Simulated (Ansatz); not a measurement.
Write a Python script for the Python package of Ansatz (0.2.0) that makes a relaxation of cell and ions of Cu3N, space group Pm-3m. Level of theory: PBE, PAW, the default cutoff (420 eV here), 6×6×6 k-points, Fermi-Dirac smearing of 0.1 eV.

Input file `POSCAR`:
```text
Cu3N
1.0
   3.80700000    0.00000000    0.00000000
   0.00000000    3.80700000    0.00000000
   0.00000000    0.00000000    3.80700000
Cu N
3 1
Direct
   0.50000000    0.00000000    0.00000000
   0.00000000    0.50000000    0.00000000
   0.00000000    0.00000000    0.50000000
   0.00000000    0.00000000    0.00000000
```

The script, `vcrelax.py`:
```python
'''Variable-cell relaxation of Cu3N.'''

from collections import Counter
import warnings

import ansatz as az
from ase import Atoms
from ase.data import atomic_numbers
from ase.io import read
from ase.neighborlist import neighbor_list
import numpy as np
from pymatgen.core import Structure
import spglib

FILLING = 'fermi_dirac'
WIDTH_EV = 0.1
XC = 'PBE'
KMESH = (6, 6, 6)
FMAX = 0.05

def edges_and_angles(cell):
    cell = np.asarray(cell)
    a, b, c = np.linalg.norm(cell, axis=1)
    cosines = cell[1] @ cell[2] / (b * c), cell[0] @ cell[2] / (a * c), cell[0] @ cell[1] / (a * b)
    return (a, b, c, *np.degrees(np.arccos(cosines)))


def main() -> None:
    warnings.simplefilter('ignore', az.DeckWarning)

    atoms = read('POSCAR', format='vasp')
    system = az.Crystal.from_ase(atoms)

    # a pressure is positive in compression
    calc = (
        system.calculation()
        .occupations(FILLING, width=WIDTH_EV)
        .functional(XC)
        .kpoints(*KMESH)
        .relax(force_tolerance=FMAX, pressure=10, stress_tolerance=0.1)
    )
    steps = []


    def collect(event):
        if event['event'] == 'relax_step':
            steps.append(event['data'])


    out = calc.session().plan().execute(on_event=collect)
    report = out.report
    for s in steps:
        flag = '' if s['accepted'] else '  (rejected)'
        print('step %2d  E = %.5f eV  largest force component = %.4f eV/A%s' % (s['step'], s['lagrangian_ev'], s['allowed_force_max_ev_ang'], flag))

    first, last = steps[0], steps[-1]
    symbols = [site.symbol for site in out.lattice.sites]
    print(f'energy gained {first["lagrangian_ev"] - last["lagrangian_ev"]:.4f} eV in {len(steps) - 1} steps')
    for label, vectors in (('before', first['cell_ang']), ('after', out.lattice.cell_ang)):
        print(label, 'a b c (A) {:.4f} {:.4f} {:.4f}  angles {:.2f} {:.2f} {:.2f}'.format(*edges_and_angles(vectors)), f' V = {abs(np.linalg.det(vectors)):.3f} A^3')
    print('final stress xx yy zz (GPa, compression positive):', np.round(np.diag(report['stress_gpa']), 3) + 0.0)

    fractions = [site.position_frac for site in out.lattice.sites]
    numbers = [atomic_numbers[s] for s in symbols]
    for tolerance in (1e-3, 1e-2, 1e-1):
        print(f'space group at {tolerance} A:', spglib.get_spacegroup((out.lattice.cell_ang, fractions, numbers), symprec=tolerance))

    change = np.array(last['positions_ang']) @ np.linalg.inv(last['cell_ang']) - np.array(first['positions_ang']) @ np.linalg.inv(first['cell_ang'])
    moved = np.linalg.norm(change @ np.array(last['cell_ang']), axis=1)
    print('displacement within the cell, strain taken out (A):', ' '.join(f'{s}:{d:.3f}' for s, d in zip(symbols, moved)))

    final = Atoms(symbols, positions=last['positions_ang'], cell=out.lattice.cell_ang, pbc=True)
    i, j, d = neighbor_list('ijd', final, 4.5)
    print('neighbours within 1.2 times the shortest distance of each atom (A)')
    for atom in range(len(final)):
        near = [m for m in np.argsort(d) if i[m] == atom]
        shell = [m for m in near if d[m] < 1.2 * d[near[0]]]
        print(f'{symbols[atom]}{atom} ({len(shell)}):', ', '.join(f'{symbols[j[m]]} {d[m]:.3f}' for m in shell))

    energy = report['free_energy_ev']
    print('Cu3N: {:.6f} eV = {:.6f} Ry = {:.6f} Ha'.format(energy, energy / 13.605693, energy / 27.211386))
    print('Fermi level {:.4f} eV, {} k-points, {} symmetry operations'.format(report['fermi_energy_ev'], report['n_kpoints'], report['n_symmetry_ops']))

    print(len(report['kpoints_frac']), 'irreducible k-points (fractions, weight)')
    for k, weight in list(zip(report['kpoints_frac'], report['kweights']))[:12]:
        print('  {:8.4f} {:8.4f} {:8.4f}'.format(*k), f'{weight:10.6f}')

    final = Structure(out.lattice.cell_ang, [s.symbol for s in out.lattice.sites], [s.position_frac for s in out.lattice.sites])
    # first shell of each atom, within 15 % of its shortest distance
    shortest = {}
    for site, neighbours in zip(final, final.get_all_neighbors(5.0)):
        for other in neighbours:
            pair = '-'.join(sorted((site.specie.symbol, other.specie.symbol)))
            shortest[pair] = min(shortest.get(pair, 9e9), other.nn_distance)
    for pair, distance in sorted(shortest.items(), key=lambda item: item[1]):
        print(f'shortest {pair:6s} {distance:.4f} A')


if __name__ == '__main__':
    main()
```

```console
$ python vcrelax.py
step  1  E = -20258.32429 eV  largest force component = 0.0000 eV/A
step  2  E = -20258.29051 eV  largest force component = 0.0000 eV/A
step  3  E = -20258.21088 eV  largest force component = 0.0000 eV/A
step  4  E = -20258.21966 eV  largest force component = 0.0000 eV/A
step  5  E = -20258.21550 eV  largest force component = 0.0000 eV/A
energy gained -0.1088 eV in 4 steps
before a b c (A) 3.8070 3.8070 3.8070  angles 90.00 90.00 90.00  V = 55.176 A^3
after a b c (A) 3.7356 3.7356 3.7356  angles 90.00 90.00 90.00  V = 52.129 A^3
final stress xx yy zz (GPa, compression positive): [9.939 9.939 9.939]
space group at 0.001 A: Pm-3m (221)
space group at 0.01 A: Pm-3m (221)
space group at 0.1 A: Pm-3m (221)
displacement within the cell, strain taken out (A): Cu:0.000 Cu:0.000 Cu:0.000 N:0.000
neighbours within 1.2 times the shortest distance of each atom (A)
Cu0 (2): N 1.868, N 1.868
Cu1 (2): N 1.868, N 1.868
Cu2 (2): N 1.868, N 1.868
N3 (6): Cu 1.868, Cu 1.868, Cu 1.868, Cu 1.868, Cu 1.868, Cu 1.868
Cu3N: -20258.215500 eV = -1488.951390 Ry = -744.475695 Ha
Fermi level 12.2991 eV, 20 k-points, 48 symmetry operations
20 irreducible k-points (fractions, weight)
    0.0000   0.0000   0.0000   0.004630
    0.0000   0.0000   0.1667   0.027778
    0.0000   0.0000   0.3333   0.027778
    0.0000   0.0000  -0.5000   0.013889
    0.0000   0.1667   0.1667   0.055556
    0.0000   0.1667   0.3333   0.111111
    0.0000   0.1667  -0.5000   0.055556
    0.0000   0.3333   0.3333   0.055556
    0.0000   0.3333  -0.5000   0.055556
    0.0000  -0.5000  -0.5000   0.013889
    0.1667   0.1667   0.1667   0.037037
    0.1667   0.1667   0.3333   0.111111
shortest Cu-N   1.8678 A
shortest Cu-Cu  2.6415 A
shortest N-N    3.7356 A
```

Notes:
- Absolute energies stand on the zero of these potentials, so only differences at equal settings mean something. A total without «per atom» is that of the cell as typed.
- Spin is left out of this run.
- Forces vanish by symmetry, so the ions can't move, and the end may be a saddle.
- Part of the cell is held or a pressure is applied, so the end point needn't be the zero-pressure lattice.
- At a fixed pressure a relaxation lowers the enthalpy F + PV, while F alone can rise.
- The mesh is modest for a metal, so energies can be off by several to tens of meV an atom and pressures by half a GPa or more; differences at equal mesh fare better.
- The zero of the levels is a convention of the potentials, so an absolute Fermi energy is no work function.
- Energies along a relaxation are free energies. Rows at an unchanged volume are solved on a plane-wave basis chosen afresh for that cell, so the energy jumps there and such rows are no steps of the walk.
- Of the deposited cell: the entry's cell lengths or inner coordinates differ somewhat from later room-temperature determinations.
- Symmetry holds the cell in this phase, whether or not it is the stable one at this pressure.
- The structure is a deposited one; some such entries were measured under pressure or heat, so a shift against it needn't be the functional's error alone.
- Hardware and time: 11 s on 1 thread of Arm Neoverse V2 (shared host), peak memory 0.47 GiB.

(Lines on the test bed's own set-up are left out of the output.)
